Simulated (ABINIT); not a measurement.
# ZnSe (Stilleite): G0W0 in ABINIT against the k mesh, part 2 of 2

Wanted: the cheapest k mesh that holds the gap of ZnSe (Stilleite).

ABINIT 10.8.3; PBE and many-body steps on it, plane waves. Known limits of the many-body steps: not at the basis limit; exchange with frozen shells missing; no spin-orbit coupling; coarse k mesh.

So far. Step 5 (Empty states on the mesh, 8×8×8 mesh, 99 bands): On this mesh the gap is 1.288 eV. Step 6 (Screening, 2×2×2 mesh, 91 bands, screening to 163.3 eV): Local fields lower ε∞ by 11 %. On a Γ-centred mesh this coarse the value itself is usually too large, while a short band sum pulls it down.

**8. Screening, 4×4×4 mesh, 91 bands, screening to 163.3 eV**

This step: RPA screening on PBE, plane waves, norm-conserving pseudopotentials.

Input file run.abi:

```
acell 3*1.0 Angstrom
rprim 
  -0.000000000000 2.833800000000 2.833800000000
  2.833800000000 0.000000000000 2.833800000000
  2.833800000000 2.833800000000 -0.000000000000
ntypat 2
znucl 30 34
natom 2
typat 1 2
xred 
  0.000000000000 0.000000000000 0.000000000000
  0.250000000000 0.250000000000 0.250000000000
pp_dirpath "pseudos"
pseudos "Zn.upf, Se.upf"
ecut 39
ngkpt 4 4 4
nshiftk 1
shiftk 0 0 0
kptopt 1
chksymbreak 0
istwfk *1
occopt 1
irdwfk 1
optdriver 3
nband 91
ecuteps 6
inclvkb 2
awtr 1
symchi 1
indata_prefix "in"
outdata_prefix "out"
tmpdata_prefix "tmp"
```

On the command line:

```
$ OMP_NUM_THREADS=1 mpirun -n 8 abinit run.abi > log
```

The program printed:

```text
.Version 10.8.3 of ABINIT. v10.8.2 released Aug 2026.

 Symmetries : space group F-4 3 m (#216); Bravais cF (face-center cubic)
[... echo of the input left out ...]
== DATASET  1 ==================================================================
-   mpi_nproc: 8, omp_nthreads: 1 (-1 if OMP is not activated)

--- !DatasetInfo
iteration_state: {dtset: 1, }
dimensions: {natom: 2, nkpt: 8, mband: 91, nsppol: 1, nspinor: 1, nspden: 1, mpw: 3591, }
cutoff_energies: {ecut:  39.0, pawecutdg:  -1.0, }
electrons: {nelect:   3.60000000E+01, charge:   0.00000000E+00, occopt:   1.00000000E+00, tsmear:   1.00000000E-02, }

 SCREENING: Calculation of the susceptibility and dielectric matrices

 Based on a program developped by R.W. Godby, V. Olevano, G. Onida, and L. Reining.
 Incorporated in ABINIT by V. Olevano, G.-M. Rignanese, and M. Torrent.
.Using double precision arithmetic ; gwpc =  8

[... cell and pseudopotentials left out ...]
--------------------------------------------------------------------------------

 ==== K-mesh for the wavefunctions ====
 Number of points in the irreducible wedge :     8
[... list of points left out ...]
 Together with 24 symmetry operations and time-reversal symmetry
 yields    64 points in the full Brillouin Zone.

 ==== Q-mesh for the screening function ====
 Number of points in the irreducible wedge :     8
[... list of points left out ...]
 Together with 24 symmetry operations and time-reversal symmetry
 yields    64 points in the full Brillouin Zone.

 setmesh: FFT mesh size selected  =    30x   30x   30
          total number of points  =        27000

 vcoul_init : cutoff-mode = AUXILIARY_FUNCTION
 q-points for optical limit:   1
     1)      0.000010    0.000020    0.000030

- screening: taking advantage of time-reversal symmetry
- Maximum band index for partially occupied states nbvw = 18
- Remaining bands to be divided among processors   nbcw = 73
- Number of bands treated by each node ~9

 Number of electrons calculated from density =   36.0000; Expected =   36.0000
 average of density, n =  0.117211
 r_s =    1.2676
 omega_plasma =   33.0248 [eV]

 calculating chi0 at frequencies [eV] :
  1    0.000000E+00    0.000000E+00
  2    0.000000E+00    3.302477E+01

--------------------------------------------------------------------------------
  q-point number  1        q = ( 0.000000, 0.000000, 0.000000) [r.l.u.]
--------------------------------------------------------------------------------
[... chi0 elements left out ...]
 For q-point:  0.000010 0.000020 0.000030
  dielectric constant =  14.0066
  dielectric constant without local fields =  14.9864

  Average fulfillment of the sum rule on Im[epsilon] for q-point    1 :     39.99  [%]
[... wings left out ...]
  q-point number  2        q = ( 0.250000, 0.000000, 0.000000) [r.l.u.]
--------------------------------------------------------------------------------
[... chi0 elements left out ...]
  Average fulfillment of the sum rule on Im[epsilon] for q-point    2 :     49.16  [%]

 [... 6 further q-points ...]
```

Wall time 17 s (8 MPI ranks of Intel Xeon Platinum 8488C (Sapphire Rapids), shared host); peak memory 1.6 GiB; 2.2 min of CPU time.

Numbers from this step:

| Quantity | Value |
| --- | --- |
| ε∞ with local fields, on this mesh, along the program's q direction | 14.01 |
| the same without local fields | 14.99 |
| plasma frequency | 33.02 eV |
| plane waves in the screening matrix | 181 |

**9. 4×4×4**

The self-energy is evaluated for the states that the input lists, and the levels follow from it, in one-shot runs by the linearised quasiparticle equation.

This step: G0W0 on PBE, plane waves, norm-conserving pseudopotentials.

run.abi: that of step 8 with these lines changed.

```diff
@@ -23,8 +23,15 @@
 irdwfk 1
-optdriver 3
+optdriver 4
 nband 91
+gwcalctyp 0
+ecutsigx 39
+symsigma 1
+nkptgw 1
+kptgw 
+  0.0000000000 0.0000000000 0.0000000000
+bdgw 
+  16 22
 ecuteps 6
-inclvkb 2
-awtr 1
-symchi 1
+irdscr 1
+ppmodel 1
 indata_prefix "in"
```

The program printed:

```text
.Version 10.8.3 of ABINIT. v10.8.2 released Aug 2026.

 Symmetries : space group F-4 3 m (#216); Bravais cF (face-center cubic)
[... echo of the input left out ...]
== DATASET  1 ==================================================================
-   mpi_nproc: 8, omp_nthreads: 1 (-1 if OMP is not activated)

--- !DatasetInfo
iteration_state: {dtset: 1, }
dimensions: {natom: 2, nkpt: 8, mband: 91, nsppol: 1, nspinor: 1, nspden: 1, mpw: 3591, }
cutoff_energies: {ecut:  39.0, pawecutdg:  -1.0, }
electrons: {nelect:   3.60000000E+01, charge:   0.00000000E+00, occopt:   1.00000000E+00, tsmear:   1.00000000E-02, }

 SIGMA: Calculation of the GW corrections

 Based on a program developped by R.W. Godby, V. Olevano, G. Onida, and L. Reining.
 Incorporated in ABINIT by V. Olevano, G.-M. Rignanese, and M. Torrent.
.Using double precision arithmetic ; gwpc =  8

[... cell and pseudopotentials left out ...]
--------------------------------------------------------------------------------

 ==== K-mesh for the wavefunctions ====
 Number of points in the irreducible wedge :     8
[... list of points left out ...]
 Together with 24 symmetry operations and time-reversal symmetry
 yields    64 points in the full Brillouin Zone.

 ==== Q-mesh for screening function ====
 Number of points in the irreducible wedge :     8
[... list of points left out ...]
 Together with 24 symmetry operations and time-reversal symmetry
 yields    64 points in the full Brillouin Zone.

 vcoul_init : cutoff-mode = AUXILIARY_FUNCTION
 q-points for optical limit:   1
     1)      0.000010    0.000020    0.000030
 setmesh: FFT mesh size selected  =    45x   45x   45
          total number of points  =        91125

 Number of electrons calculated from density =   36.0000; Expected =   36.0000
[...]
number of q-points in BZ                           64
 number of frequencies for dSigma/dE                 9
 frequency step for dSigma/dE [eV]                0.25
 number of omega for Sigma on real axis              0
 max omega for Sigma on real axis  [eV]           0.00
 zcut for avoiding poles [eV]                     0.10

 EPSILON^-1 parameters (SCR file):
 dimension of the eps^-1 matrix on file            181
 dimension of the eps^-1 matrix used               181
 number of plane-waves for wavefunctions          3527
 number of bands                                    91
 number of q-points in IBZ                           8
 number of frequencies                               2
 number of real frequencies                          1
 number of imag frequencies                          1

 matrix elements of self-energy operator (all in [eV])

 Perturbative Calculation

--- !SelfEnergy_ee
iteration_state: {dtset: 1, }
kpoint     : [   0.000,    0.000,    0.000, ]
spin       : 1
KS_gap     :    1.288
QP_gap     :    2.541
Delta_QP_KS:    1.253
data: !SigmaeeData |
     Band     E0 <VxcDFT>   SigX SigC(E0)      Z dSigC/dE  Sig(E)    E-E0       E
       16   3.405 -16.589 -20.446   2.396   0.798  -0.253 -17.755  -1.166   2.239
       17   3.405 -16.589 -20.446   2.396   0.798  -0.253 -17.755  -1.166   2.239
       18   3.405 -16.589 -20.446   2.396   0.798  -0.253 -17.755  -1.166   2.239
       19   4.693 -12.624  -8.875  -3.644   0.815  -0.227 -12.538   0.086   4.779
       20   9.220 -10.891  -5.994  -4.274   0.812  -0.232 -10.385   0.505   9.725
       21   9.220 -10.891  -5.994  -4.274   0.812  -0.232 -10.385   0.505   9.725
       22   9.220 -10.891  -5.994  -4.274   0.812  -0.232 -10.385   0.505   9.725

== END DATASET(S) ==============================================================
================================================================================

 -outvars: echo values of variables after computation  --------
           etotal      0.0000000000E+00
            nband          91
             nkpt           8
          spgroup         216
 [... the other variables as echoed above ...]

 Calculation completed.
```

Run time: 3.7 s. Hardware: 8 MPI ranks; peak memory 1.1 GiB; 28 s of CPU time.

This step gave:

- G0W0 gap on the points computed: 2.54 eV
- starting gap on the mesh: 1.288 eV
- k of the valence top: 0, 0, 0
- k of the conduction bottom: 0, 0, 0
- Z at the valence top: 0.798
- Z at the conduction bottom: 0.815
- least direct G0W0 gap on the computed points: 2.54 eV

The gap on the mesh goes from 1.29 eV to 2.54 eV, a correction of +1.25 eV.

**10. Screening, 6×6×6 mesh, 91 bands, screening to 163.3 eV**

This step: RPA screening on PBE, plane waves, norm-conserving pseudopotentials.

run.abi: that of step 9 with these lines changed.

```diff
@@ -15,3 +15,3 @@
 ecut 39
-ngkpt 4 4 4
+ngkpt 6 6 6
 nshiftk 1
@@ -23,15 +23,8 @@
 irdwfk 1
-optdriver 4
+optdriver 3
 nband 91
-gwcalctyp 0
-ecutsigx 39
-symsigma 1
-nkptgw 1
-kptgw 
-  0.0000000000 0.0000000000 0.0000000000
-bdgw 
-  16 22
 ecuteps 6
-irdscr 1
-ppmodel 1
+inclvkb 2
+awtr 1
+symchi 1
 indata_prefix "in"
```

The program printed:

```text
.Version 10.8.3 of ABINIT. v10.8.2 released Aug 2026.

 Symmetries : space group F-4 3 m (#216); Bravais cF (face-center cubic)
[... echo of the input left out ...]
== DATASET  1 ==================================================================
-   mpi_nproc: 8, omp_nthreads: 1 (-1 if OMP is not activated)

--- !DatasetInfo
iteration_state: {dtset: 1, }
dimensions: {natom: 2, nkpt: 16, mband: 91, nsppol: 1, nspinor: 1, nspden: 1, mpw: 3593, }
cutoff_energies: {ecut:  39.0, pawecutdg:  -1.0, }
[...]
--------------------------------------------------------------------------------
[... chi0 elements left out ...]
 For q-point:  0.000010 0.000020 0.000030
  dielectric constant =   8.6753
  dielectric constant without local fields =   9.4935

  Average fulfillment of the sum rule on Im[epsilon] for q-point    1 :     40.14  [%]
[... wings left out ...]
  q-point number  2        q = ( 0.166667, 0.000000, 0.000000) [r.l.u.]
--------------------------------------------------------------------------------
[... chi0 elements left out ...]
  Average fulfillment of the sum rule on Im[epsilon] for q-point    2 :     51.75  [%]

 [... 14 further q-points ...]
```

Elapsed: 1.7 min, on 8 MPI ranks; peak memory 2.6 GiB.

This step gave:

```yaml
eps_infinity_with_local_fields_on_this_mesh_along_the_program_s_q_direction: 8.675
the_same_without_local_fields: 9.493
plasma_frequency: 33.02 eV
plane_waves_in_the_screening_matrix: 181
```

**11. 6×6×6**

This step: G0W0 on PBE, plane waves, norm-conserving pseudopotentials.

run.abi: that of step 10 with these lines changed.

```diff
@@ -23,8 +23,15 @@
 irdwfk 1
-optdriver 3
+optdriver 4
 nband 91
+gwcalctyp 0
+ecutsigx 39
+symsigma 1
+nkptgw 1
+kptgw 
+  0.0000000000 0.0000000000 0.0000000000
+bdgw 
+  16 22
 ecuteps 6
-inclvkb 2
-awtr 1
-symchi 1
+irdscr 1
+ppmodel 1
 indata_prefix "in"
```

The program printed:

```text
.Version 10.8.3 of ABINIT. v10.8.2 released Aug 2026.

 Symmetries : space group F-4 3 m (#216); Bravais cF (face-center cubic)
[... echo of the input left out ...]
== DATASET  1 ==================================================================
-   mpi_nproc: 8, omp_nthreads: 1 (-1 if OMP is not activated)

--- !DatasetInfo
iteration_state: {dtset: 1, }
dimensions: {natom: 2, nkpt: 16, mband: 91, nsppol: 1, nspinor: 1, nspden: 1, mpw: 3593, }
cutoff_energies: {ecut:  39.0, pawecutdg:  -1.0, }
[...]
20   9.220 -10.900  -6.061  -4.199   0.814  -0.228 -10.379   0.521   9.741
       21   9.220 -10.900  -6.061  -4.199   0.814  -0.228 -10.379   0.521   9.741
       22   9.220 -10.900  -6.061  -4.199   0.814  -0.228 -10.379   0.521   9.741

== END DATASET(S) ==============================================================
================================================================================

 -outvars: echo values of variables after computation  --------
           etotal      0.0000000000E+00
            nband          91
             nkpt          16
          spgroup         216
 [... the other variables as echoed above ...]

 Calculation completed.
```

It took 5.2 s on 8 MPI ranks; peak memory 1.5 GiB.

This step gave:

| Item | Value |
| --- | --- |
| G0W0 gap on the points computed | 2.593 eV |
| starting gap on the mesh | 1.288 eV |
| k of the valence top | 0, 0, 0 |
| k of the conduction bottom | 0, 0, 0 |
| least direct G0W0 gap on the computed points | 2.593 eV |

Against the run before, the gap moves by +0.053 eV.

**12. Screening, 8×8×8 mesh, 91 bands, screening to 163.3 eV**

This step: RPA screening on PBE, plane waves, norm-conserving pseudopotentials.

run.abi: that of step 11 with these lines changed.

```diff
@@ -15,3 +15,3 @@
 ecut 39
-ngkpt 6 6 6
+ngkpt 8 8 8
 nshiftk 1
@@ -23,15 +23,8 @@
 irdwfk 1
-optdriver 4
+optdriver 3
 nband 91
-gwcalctyp 0
-ecutsigx 39
-symsigma 1
-nkptgw 1
-kptgw 
-  0.0000000000 0.0000000000 0.0000000000
-bdgw 
-  16 22
 ecuteps 6
-irdscr 1
-ppmodel 1
+inclvkb 2
+awtr 1
+symchi 1
 indata_prefix "in"
```

The program printed:

```text
.Version 10.8.3 of ABINIT. v10.8.2 released Aug 2026.

 Symmetries : space group F-4 3 m (#216); Bravais cF (face-center cubic)
[... echo of the input left out ...]
== DATASET  1 ==================================================================
-   mpi_nproc: 8, omp_nthreads: 1 (-1 if OMP is not activated)

--- !DatasetInfo
iteration_state: {dtset: 1, }
dimensions: {natom: 2, nkpt: 29, mband: 91, nsppol: 1, nspinor: 1, nspden: 1, mpw: 3599, }
cutoff_energies: {ecut:  39.0, pawecutdg:  -1.0, }
[...]
--------------------------------------------------------------------------------
[... chi0 elements left out ...]
 For q-point:  0.000010 0.000020 0.000030
  dielectric constant =   7.4277
  dielectric constant without local fields =   8.2302

  Average fulfillment of the sum rule on Im[epsilon] for q-point    1 :     40.17  [%]
[... wings left out ...]
  q-point number  2        q = ( 0.125000, 0.000000, 0.000000) [r.l.u.]
--------------------------------------------------------------------------------
[... chi0 elements left out ...]
  Average fulfillment of the sum rule on Im[epsilon] for q-point    2 :     52.93  [%]

 [... 27 further q-points ...]
```

The job ended after 8.1 min (8 MPI ranks; peak memory 4.2 GiB; 65 min of CPU time).

Numbers from this step:

```
ε∞ with local fields, on this mesh, along the program's q direction : 7.428
the same without local fields                                       : 8.230
plasma frequency                                                    : 33.02 eV
plane waves in the screening matrix                                 : 181
```

**13. 8×8×8**

This step: G0W0 on PBE, plane waves, norm-conserving pseudopotentials.

run.abi: that of step 12 with these lines changed.

```diff
@@ -23,8 +23,15 @@
 irdwfk 1
-optdriver 3
+optdriver 4
 nband 91
+gwcalctyp 0
+ecutsigx 39
+symsigma 1
+nkptgw 1
+kptgw 
+  0.0000000000 0.0000000000 0.0000000000
+bdgw 
+  16 22
 ecuteps 6
-inclvkb 2
-awtr 1
-symchi 1
+irdscr 1
+ppmodel 1
 indata_prefix "in"
```

The program printed:

```text
.Version 10.8.3 of ABINIT. v10.8.2 released Aug 2026.

 Symmetries : space group F-4 3 m (#216); Bravais cF (face-center cubic)
[... echo of the input left out ...]
== DATASET  1 ==================================================================
-   mpi_nproc: 8, omp_nthreads: 1 (-1 if OMP is not activated)

--- !DatasetInfo
iteration_state: {dtset: 1, }
dimensions: {natom: 2, nkpt: 29, mband: 91, nsppol: 1, nspinor: 1, nspden: 1, mpw: 3599, }
cutoff_energies: {ecut:  39.0, pawecutdg:  -1.0, }
[...]
20   9.220 -10.901  -6.077  -4.172   0.816  -0.226 -10.369   0.532   9.752
       21   9.220 -10.901  -6.077  -4.172   0.816  -0.226 -10.369   0.532   9.752
       22   9.220 -10.901  -6.077  -4.172   0.816  -0.226 -10.369   0.532   9.752

== END DATASET(S) ==============================================================
================================================================================

 -outvars: echo values of variables after computation  --------
           etotal      0.0000000000E+00
            nband          91
             nkpt          29
          spgroup         216
 [... the other variables as echoed above ...]

 Calculation completed.
```

Elapsed: 7.5 s, on 8 MPI ranks; peak memory 3.6 GiB; 58 s of CPU time.

This step gave:

- G0W0 gap on the points computed: 2.604 eV
- starting gap on the mesh: 1.288 eV
- k of the valence top: 0, 0, 0
- k of the conduction bottom: 0, 0, 0
- least direct G0W0 gap on the computed points: 2.604 eV

Against the run before, the gap moves by +0.011 eV.

**14. The runs together**

Times are wall times on 8 MPI ranks of Intel Xeon Platinum 8488C (Sapphire Rapids), shared host, good to a factor of about two. A run's time includes the screening step that it read.

```
  run   mesh  bands  screening cutoff (eV)  DFT gap (eV)  gap on the mesh (eV)  direct (eV)  ε∞ used     time
2×2×2  2×2×2     91                  163.3         1.288                 2.416        2.416    56.14    6.4 s
4×4×4  4×4×4     91                  163.3         1.288                 2.540        2.540    14.01     21 s
6×6×6  6×6×6     91                  163.3         1.288                 2.593        2.593     8.68  1.8 min
8×8×8  8×8×8     91                  163.3         1.288                 2.604        2.604     7.43  8.2 min
```

**15. What came out**

| Item | Value |
| --- | --- |
| 2×2×2 | 2.416 eV |
| 4×4×4 | 2.540 eV |
| 6×6×6 | 2.593 eV |
| 8×8×8 | 2.604 eV |
| known limits | not at the basis limit; exchange with frozen shells missing; no spin-orbit coupling; coarse k mesh |

In words: The setting moved: k mesh. From 2×2×2 to 8×8×8 the gap moves by +0.19 eV, for 77 times the time. The last step still moves it by +0.011 eV. Bands and screening cutoff are coupled, so a series along one setting does not show full convergence. Bands and cutoff are finite, so the gap is not at the basis limit. The miss can reach some tenths of an eV and take either sign; the mesh is an error of its own. In the G0W0 runs levels were corrected at 1 k point alone, so a gap called «on the mesh» is the least over those, and an edge elsewhere would be missed. The 2×2×2 mesh is coarse for this cell, which bears on the long-range parts of exchange and screening. The norm-conserving file of at least one element keeps a d shell over frozen s and p shells of the same row. Exchange with those shells is missing from the self-energy, an error of 0.3 to 0.9 eV in cases checked, whose sign depends on which edge lies on those atoms. The many-body steps are scalar-relativistic: spin-orbit coupling is not in them.

[Paths, hosts, dates, memory and timing lines, banners, echoed tables and standing remarks are left out of the program output.]

[Logs are printed without paths, hosts, clocks, repeated set-up lines and the standing remarks that a program may print on its own settings, such as how far it seeks lower states.]

[Runs of the session that timed out or met a known fault of the program may be left out.]

[Hosts, paths, dates, database ids (printed as entryN), source tags and the programs' standing remarks are cut or masked in the printed files.]

[G0W0 gaps are taken among the corrected bands and points alone; a level outside them can change the order at an edge.]

[Where Ansatz stands beside ABINIT at settings called matched, ABINIT's density can come from a denser mesh and the files from another edition; pairs whose starting gaps differed by over 0.03 eV were left out, so agreement reads better than it is.]
